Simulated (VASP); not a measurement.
# C (Fd-3m) in VASP: notebook

The runs below take C through dielectric tensor, with LDA.

Program: VASP 6.6.1. These are calculated values, not measurements. Logs are shortened: lines on timing, memory, paths and dates and some standing lists are left out, and cuts for length are marked.

## (1) The structure

Symmetry: Fd-3m, No. 227, cubic system. The conventional cell has a = 3.567 Å, b = 3.567 Å, c = 3.567 Å, α = 90.00°, β = 90.00°, γ = 90.00°. C (site symmetry -43m) has 4 C at 1.54 Å as nearest neighbours.

This isn't the form of C at room conditions, which is graphite.

## (2) Dielectric tensor, LDA

Contents of INCAR:

```
SYSTEM = C
  ALGO = Normal
  EDIFF = 1E-8
  ENCUT = 650
  ISIF = 2
  ISMEAR = 0
  LASPH = .TRUE.
  LCHARG = .FALSE.
  LEPSILON = .TRUE.
  LREAL = .FALSE.
  LWAVE = .FALSE.
  NELM = 100
  PREC = Accurate
  SIGMA = 0.01
```

Contents of KPOINTS:

```
k-points
0
G
  4 4 4
  0 0 0
```

Contents of POSCAR:

```
C
1.0
    0.0000000000      1.7833700000      1.7833700000
    1.7833700000      0.0000000000      1.7833700000
    1.7833700000      1.7833700000      0.0000000000
C
2
Direct
    0.7500000000      0.7500000000      0.7500000000
    0.5000000000      0.5000000000      0.5000000000
```

Potentials or basis: VASP PAW LDA potentials, release 64 (C).

The run is started by

```
$ cat potpaw_LDA.64/C/POTCAR > POTCAR
$ mpirun -np 1 vasp_std > vasp.out
```

OUTCAR:

```text
SYSTEM = C
   EDIFF = 1E-8
   ENCUT = 650
   ISIF = 2
   ISMEAR = 0
   LASPH = .TRUE.
   LEPSILON = .TRUE.
   LREAL = .FALSE.
   NELM = 100
   PREC = Accurate

 Found      8 irreducible k-points:

 Following reciprocal coordinates:
            Coordinates               Weight
  0.000000  0.000000  0.000000      1.000000
  0.250000  0.000000  0.000000      8.000000
  0.500000  0.000000  0.000000      4.000000
  0.250000  0.250000  0.000000      6.000000
  0.500000  0.250000  0.000000     24.000000
 -0.250000  0.250000  0.000000     12.000000
   k-points           NKPTS =      8   k-points in BZ     NKDIM =      8   number of bands    NBANDS=      8
   number of dos      NEDOS =    301   number of ions     NIONS =      2
   total plane-waves  NPLWV =  13824
   dimension x,y,z NGX =    24 NGY =   24 NGZ =   24
   dimension x,y,z NGXF=    48 NGYF=   48 NGZF=   48
   ions per type =               2
   NGX,Y,Z   is equivalent  to a cutoff of  15.82, 15.82, 15.82 a.u.
   NGXF,Y,Z  is equivalent  to a cutoff of  31.64, 31.64, 31.64 a.u.
 SYSTEM =  C
   PREC   = accura    normal or accurate (medium, high low for compatibility)
   ISTART =      0    job   : 0-new  1-cont  2-samecut
   ICHARG =      2    charge: 1-file 2-atom 10-const
   ISPIN  =      1    spin polarized calculation?
   LNONCOLLINEAR =      F non collinear calculations
   LSORBIT =      F    spin-orbit coupling
   LASPH  =      T    aspherical Exc in radial PAW
   ENCUT  =  650.0 eV  47.77 Ry    6.91 a.u.   5.24  5.24  5.24*2*pi/ulx,y,z
   NELM   =    100;   NELMIN=  2; NELMDL= -5     # of ELM steps
   EDIFF  = 0.1E-07   stopping-criterion for ELM
   LREAL  =      F    real-space projection
   EDIFFG = 0.1E-06   stopping-criterion for IOM
   NSW    =      0    number of steps for IOM
   IBRION =     -1    ionic relax: 0-MD 1-quasi-New 2-CG
   NFREE  =      0    steps in history (QN), initial steepest desc. (CG)
   ISIF   =      2    stress and relaxation
   ISYM   =      2    0-nonsym 1-usesym 2-fastsym
   POTIM  = 0.5000    time-step for ionic-motion
   TEBEG  =    0.0;   TEEND  =   0.0 temperature during run
   PSTRESS=    0.0 pullay stress
   NELECT =       8.0000    total number of electrons
   NUPDOWN=      -1.0000    fix difference up-down
   EMIN   =  10.00;   EMAX   =-10.00  energy-range for DOS
   EFERMI =   0.00;   METHOD = LEGACY
   ISMEAR =     0;   SIGMA  =   0.01  broadening in eV -4-tet -1-fermi 0-gaus
   EFERMI_NEDOS =   21; number of points for ismear=-14 and -15
   IALGO  =     38    algorithm
   IMIX   =      4    mixing-type and parameters
     AMIX     =   0.40;   BMIX     =  1.00
     AMIX_MAG =   1.60;   BMIX_MAG =  1.00
  volume/ion in A,a.u.               =       5.67        38.28
  Fermi-wavevector in a.u.,A,eV,Ry     =   1.457203  2.753714 28.891161  2.123440
  Thomas-Fermi vector in A             =   2.574032
   LORBIT       =      0    0 simple, 1 ext, 2 COOP (PROOUT), +10 PAW based schemes
   GGA     = CA    functional components
   LHFCALC =     F    Hartree Fock is set to
   AEXX    =    0.0000 exact exchange contribution
   IVDW    =     0    specifies the selected vdW correction
   LEPSILON=     T    determine dielectric tensor
   LRPA    =     F    only Hartree local field effects (RPA)
 non-spin polarized calculation
 Gauss-broadening in eV      SIGMA  =   0.01
  energy-cutoff  :      650.00
  volume of cell :       11.34
 maximum number of plane-waves:       444
 NGX is ok and might be reduce to    24
   NGX = 11   NGY = 11   NGZ = 11

--------------------------------------- Ionic step        1  -------------------------------------------

 number of electron       8.0000000 magnetization

 E-fermi :   9.8003     XC(G=0): -13.4918

 val. band max:        9.7526828785   @ k =   0.0000   0.0000   0.0000
 cond. band min:      14.1523253238   @ k =   0.2500   0.2500   0.0000
 fundamental gap:      4.3996424453
 Fermi energy:         9.8003156688

 k-point     1 :       0.0000    0.0000    0.0000
  band No.  band energies     occupation
      1     -11.5796      2.00000
      2       9.7527      2.00000
      3       9.7527      2.00000
      4       9.7527      2.00000
      5      15.2872      0.00000
      6      15.2872      0.00000
      7      15.2872      0.00000
      8      23.3054      0.00000

 k-point     2 :       0.2500    0.0000    0.0000
  band No.  band energies     occupation
      1      -9.8650      2.00000
      2       3.2102      2.00000
      3       8.0105      2.00000
      4       8.0105      2.00000
      5      17.4702      0.00000
      6      17.4702      0.00000
      7      17.9386      0.00000
      8      24.3347      0.00000

 k-point     3 :       0.5000    0.0000    0.0000
  band No.  band energies     occupation
      1      -5.7345      2.00000
      2      -3.6220      2.00000
      3       6.9608      2.00000
      4       6.9608      2.00000
      5      18.1244      0.00000
      6      18.1244      0.00000
      7      18.7563      0.00000
      8      25.1419      0.00000

 k-point     4 :       0.2500    0.2500    0.0000
  band No.  band energies     occupation
      1      -9.2968      2.00000
      2       5.3496      2.00000
      3       5.6298      2.00000
      4       5.6298      2.00000
      5      14.1523      0.00000
      6      19.9159      0.00000
      7      21.2359      0.00000
      8      21.2359      0.00000

 k-point     5 :       0.5000    0.2500    0.0000
  band No.  band energies     occupation
      1      -5.5424      2.00000
      2      -0.9528      2.00000
      3       3.0459      2.00000
      4       4.8779      2.00000
      5      15.7565      0.00000
      6      21.0645      0.00000
      7      22.4441      0.00000
      8      23.0391      0.00000

 k-point     6 :      -0.2500    0.2500    0.0000
  band No.  band energies     occupation
      1      -7.1066      2.00000
      2       1.1582      2.00000
      3       2.1424      2.00000
      4       6.7464      2.00000
      5      17.6158      0.00000
      6      19.6744      0.00000
      7      22.0201      0.00000
      8      23.6301      0.00000

 [... further k-points ...]

  FORCE on cell =-STRESS in cart. coord.  units (eV):
  Direction    XX          YY          ZZ          XY          YZ          ZX
  --------------------------------------------------------------------------------------
  -------------------------------------------------------------------------------------
  Total       -0.8161364     -0.8161364     -0.8161364     -0.0000000      0.0000000     -0.0000000
  in kB     -115.2707122   -115.2707122   -115.2707122     -0.0000000      0.0000000     -0.0000000
  external PRESSURE =    -115.2707122 kB  Pullay stress =       0.0000000 kB

 VOLUME and BASIS-vectors are now :
 -----------------------------------------------------------------------------
  energy-cutoff  :      650.00
  volume of cell :       11.34
      direct lattice vectors                 reciprocal lattice vectors
     0.000000000  1.783370000  1.783370000    -0.280368067  0.280368067  0.280368067
     1.783370000  0.000000000  1.783370000     0.280368067 -0.280368067  0.280368067
     1.783370000  1.783370000  0.000000000     0.280368067  0.280368067 -0.280368067

 POSITION                                       TOTAL-FORCE (eV/Angst)
 -----------------------------------------------------------------------------------
      2.67505      2.67505      2.67505         0.000000      0.000000      0.000000
      1.78337      1.78337      1.78337        -0.000000     -0.000000     -0.000000
 -----------------------------------------------------------------------------------
    total drift:                                0.000000      0.000000      0.000000

  FREE ENERGIE OF THE ION-ELECTRON SYSTEM (eV)
  ---------------------------------------------------
  free  energy   TOTEN  =       -20.1145036037 eV

  energy  without entropy=      -20.1145036037  energy(sigma->0) =      -20.11450360

 HEAD OF MICROSCOPIC STATIC DIELECTRIC TENSOR (INDEPENDENT PARTICLE, excluding Hartree and local field effects)
 ------------------------------------------------------
           7.564738     0.000000    -0.000000
           0.000000     7.564738     0.000000
          -0.000000     0.000000     7.564738
 ------------------------------------------------------

 Free energy of the ion-electron system (eV)
  ---------------------------------------------------
  ---------------------------------------------------
  free energy    TOTEN  =        -0.20996438 eV

  energy without entropy =       -0.20996438

------------------------ aborting loop because EDIFF is reached ----------------------------------------

--------------------------------------- Ionic step        2  -------------------------------------------

------------------------ aborting loop because EDIFF is reached ----------------------------------------

--------------------------------------- Ionic step        3  -------------------------------------------

 Free energy of the ion-electron system (eV)
  ---------------------------------------------------
  ---------------------------------------------------
  free energy    TOTEN  =        -0.20996438 eV

  energy without entropy =       -0.20996438

------------------------ aborting loop because EDIFF is reached ----------------------------------------

 PIEZOELECTRIC TENSOR FIELD DIRECTION 3  (e Angst)
 -----------------------------------------------------------------------------
     0.00064  0.00000  0.00000           ( -0.00000  0.00000  0.00000)
     0.00000  0.00064  0.00000           (  0.00000 -0.00000  0.00000)
     0.00000  0.00000 -0.00147           (  0.00000  0.00000 -0.00000)

 PIEZOELECTRIC TENSOR FIELD DIRECTION 3  (C/m^2)
 -----------------------------------------------------------------------------
     0.00091  0.00000  0.00000
     0.00000  0.00091  0.00000
     0.00000  0.00000 -0.00207

 MACROSCOPIC STATIC DIELECTRIC TENSOR (including local field effects in DFT)
 ------------------------------------------------------
           7.345786    -0.000000     0.000000
           0.000000     7.345786     0.000000
           0.000000    -0.000000     7.345786
 ------------------------------------------------------

 PIEZOELECTRIC TENSOR (including local field effects)  for field in x, y, z        (e  Angst)
          XX          YY          ZZ          XY          YZ          ZX
  --------------------------------------------------------------------------------
  x    -0.00000    -0.00000     0.00000    -0.00000    -0.00000    -0.00000
  y     0.00000     0.00000     0.00000    -0.00000     0.00000    -0.00000
  z     0.00000    -0.00000     0.00000     0.00000     0.00000    -0.00000

 PIEZOELECTRIC TENSOR (including local field effects)  for field in x, y, z        (C/m^2)
          XX          YY          ZZ          XY          YZ          ZX
  --------------------------------------------------------------------------------
  x    -0.00000    -0.00000     0.00000    -0.00000    -0.00000    -0.00000
  y     0.00000     0.00000     0.00000    -0.00000     0.00000    -0.00000
  z     0.00000    -0.00000     0.00000     0.00000     0.00000    -0.00000

 BORN EFFECTIVE CHARGES (including local field effects) (in |e|, cummulative output)
 ---------------------------------------------------------------------------------
 ion    1
    1     0.00000     0.00000    -0.00000
    2     0.00000    -0.00000    -0.00000
    3     0.00000     0.00000    -0.00000
 ion    2
    1    -0.00000     0.00000     0.00000
    2    -0.00000     0.00000     0.00000
    3    -0.00000    -0.00000     0.00000
```

Wall time 9.1 s (1 thread of Intel Xeon Platinum 8559C (Emerald Rapids), shared host); peak memory 0.12 GiB.

The run converged, but some of its settings lie outside the range that counts as converged, so its numbers aren't taken as properties of the crystal.

What came out:

| Quantity | Value |
| --- | --- |
| Band gap on the k mesh | 4.40 eV, indirect (least direct gap 5.53 eV) |
| Electronic dielectric tensor (diagonal) | 7.35 |
| Born charges (mean of the diagonal) | C +0.00 e |

Caveat: the k mesh is coarse (spacing up to 0.76 Å⁻¹), so the values aren't converged.

[end of part 1 of 3]
